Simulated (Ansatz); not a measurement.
The system is WS2.

```
CELL_PARAMETERS angstrom
1.57900 0.91164 6.16333
-1.57900 0.91164 6.16333
0.00000 -1.82327 6.16333
ATOMIC_POSITIONS crystal
W 0.00000 0.00000 0.00000
S 0.58100 0.58100 0.58100
S 0.75030 0.75030 0.75030
```

Measurements of this composition are mostly on another form, of space group No. 194.

Base run:

```yaml
Program: Ansatz 0.2.0
Functional: PBEsol
Potentials_or_basis: all-electron LAPW, scalar-relativistic
Cutoff: 265 eV (chosen from the basis error)
Basis_error_allowed: 0.002 eV/atom
k_mesh: 10 × 10 × 10
Occupations: fermi-dirac, width 0.05 eV
Spin: no spin polarisation
```

Its results: band gap on the k mesh 1.02 eV, indirect (least direct gap 2.23 eV); pressure -0.6 GPa; largest force 0.599 eV/Å.

Problem. The run is repeated on the same cell with these changes: functional from PBEsol to LDA. What comes out?

Solution. Band gap on the k mesh 0.99 eV, indirect (least direct gap 2.22 eV); pressure -3.6 GPa; largest force 0.585 eV/Å.

LDA binds more tightly than PBEsol, so the same cell stands under less pressure.

Caveats: spin-orbit coupling is left out, which moves the levels of the heavy elements; the density of states is complete only up to the lowest level of the last band computed (some runs).

A k mesh can miss the band edges.
